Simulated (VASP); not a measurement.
NaH, 2 atoms in the cell. Symmetry: Fm-3m, No. 225, cubic system. Conventional cell: a = 4.778 Å, b = 4.778 Å, c = 4.778 Å, α = 90.00°, β = 90.00°, γ = 90.00°. Around Na (site symmetry m-3m) lie 6 H at 2.39 Å. H (site symmetry m-3m) has 6 Na at 2.39 Å as nearest neighbours. 

- Program: VASP 6.6.1
- Task: relaxation of cell and atoms
- Functional: r2SCAN
- Potentials or basis: VASP PAW PBE potentials, release 64 (Na_pv, H)
- Cutoff: 600 eV
- k mesh: 10 × 10 × 10
- Occupations: gaussian, width 0.03 eV
- Spin: no spin polarisation
- Further INCAR settings: ALGO = Normal; EDIFF = 1e-07; IBRION = 2; EDIFFG = -0.005; NSW = 90; ISIF = 3

Potentials or basis: VASP PAW PBE potentials, release 64 (Na_pv, H).

The run is started by

```console
$ cat potpaw_PBE.64/Na_pv/POTCAR potpaw_PBE.64/H/POTCAR > POTCAR
$ mpirun -np 1 vasp_std > vasp.out
```

Hardware: 1 thread of Intel(R) Xeon(R) Platinum 8259CL CPU @ 2.50GHz (Skylake/Cascade Lake), on a shared host.

Task: Estimate the wall time of this run.

Result: It took 62 s on 1 thread of Intel(R) Xeon(R) Platinum 8259CL CPU @ 2.50GHz (Skylake/Cascade Lake) (shared host), peak memory 0.16 GiB. Counts: scf iterations 19, k points 47, ion steps 1.
